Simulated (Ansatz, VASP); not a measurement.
**SiO2 in VASP and in Ansatz**

INCAR

```
SYSTEM = SiO2
PREC = Accurate ; ENCUT = 520
EDIFF = 1E-6 ; ISMEAR = 0
SIGMA = 0.05 ; LREAL = .False.
LASPH = .True. ; NELM = 80
ALGO = Normal ; ISIF = 2
LWAVE = .False. ; LCHARG = .True.
GGA = CA ; LELF = .True.
LVHAR = .True. ; NBANDS = 25
```

The input KPOINTS:

```
Automatic mesh
0
Gamma
  6 6 10
  0 0 0
```

Contents of POSCAR:

```
SiO2
1.0
    4.2217298307      0.0000000000      0.0000000000
    0.0000000000      4.2217298307      0.0000000000
    0.0000000000      0.0000000000      2.9079275074
Si O
2 4
Direct
    0.5000000000      0.5000000000      0.5000000000
    0.0000000000      0.0000000000      0.0000000000
    0.6944252994      0.6944252994      0.0000000000
    0.1944252994      0.8055747006      0.5000000000
    0.3055747006      0.3055747006      0.0000000000
    0.8055747006      0.1944252994      0.5000000000
```

Input for Ansatz:

```yaml
crystal:
  lattice:
    - [4.2217298307, 0.0, 0.0]
    - [0.0, 4.2217298307, 0.0]
    - [0.0, 0.0, 2.9079275074]
  atoms:
    - { symbol: Si, position: [0.5, 0.5, 0.5] }
    - { symbol: Si, position: [0.0, 0.0, 0.0] }
    - { symbol: O, position: [0.6944252994, 0.6944252994, 0.0] }
    - { symbol: O, position: [0.1944252994, 0.8055747006, 0.5] }
    - { symbol: O, position: [0.3055747006, 0.3055747006, 0.0] }
    - { symbol: O, position: [0.8055747006, 0.1944252994, 0.5] }
basis:
  ecutwfc: 520.0
kpoints:
  mp_grid: { grid: [6, 6, 10] }
hamiltonian:
  xc: lda
  pseudopotentials: { kind: paw, azcp: { folder: soft_1 } }
scf:
  occupations: { method: gaussian, width: 0.05 }
output:
  forces: true
  stress: true
  eigenvalues: true
```

Alike in both runs: task single point; functional LDA; k mesh 6 × 6 × 10; occupations gaussian, width 0.05 eV; no spin polarisation.

|  | VASP | Ansatz |
| --- | --- | --- |
| version | VASP 6.6.1 | Ansatz 0.2.0 |
| potentials or method | VASP PAW LDA potentials, release 64 (Si, O) | scalar-relativistic, plane waves, PAW |
| plane-wave cutoff (eV) | 520 | 520 |
| valence electrons in the cell | 32 | 32 |

|  | VASP | Ansatz | Ansatz less VASP |
| --- | --- | --- | --- |
| gap on the k mesh at the Fermi level (eV) | 3.50 | 3.50 | +0.001 |
| least direct gap on the mesh (eV) | 3.50 | 3.50 | +0.001 |

Ansatz warned: «pseudo_functional_mismatch».
